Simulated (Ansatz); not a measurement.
Zone-centre modes in Sn

Computed with DFT PBEsol, scalar-relativistic, plane waves, PAW in Ansatz 0.2.0. Settings: plane waves to 420 eV, k-mesh 14×14×10 (Γ-centred), Gaussian smearing 0.15 eV. No spin polarisation.

The starting cell (relaxed at this level):

```yaml
crystal:
  lattice:
    - [0.00000, -3.27078, -3.27078]
    - [0.00000, 3.27078, -3.27078]
    - [6.54156, 0.00000, 0.00000]
  atoms:
    - { symbol: Sn, position: [0.50000, 0.50000, 0.00000] }
    - { symbol: Sn, position: [0.00000, 0.00000, 0.50000] }
    - { symbol: Sn, position: [0.00000, 0.50000, 0.25000] }
    - { symbol: Sn, position: [0.50000, 0.00000, 0.75000] }
```

Harmonic modes by finite displacements of 0.02 Å, without the LO–TO term. The cell doubles the primitive one, so its zone centre also holds the primitive cell's point q = (0, 1/2, 1/2).

(1) At this geometry, is the structure stable against these modes?

(2) List the wavenumbers in cm⁻¹.

Answers

(1) Yes: no mode is imaginary beyond 10 cm⁻¹, and only the three translations lie near zero.

(2) 0, 0, 0, 35, 35, 147, 147, 176, 176, 182, 183, 183.

Cost: 1 run of about 3.3 core-minutes, on Intel Xeon 6975P-C (Granite Rapids) (shared hosts).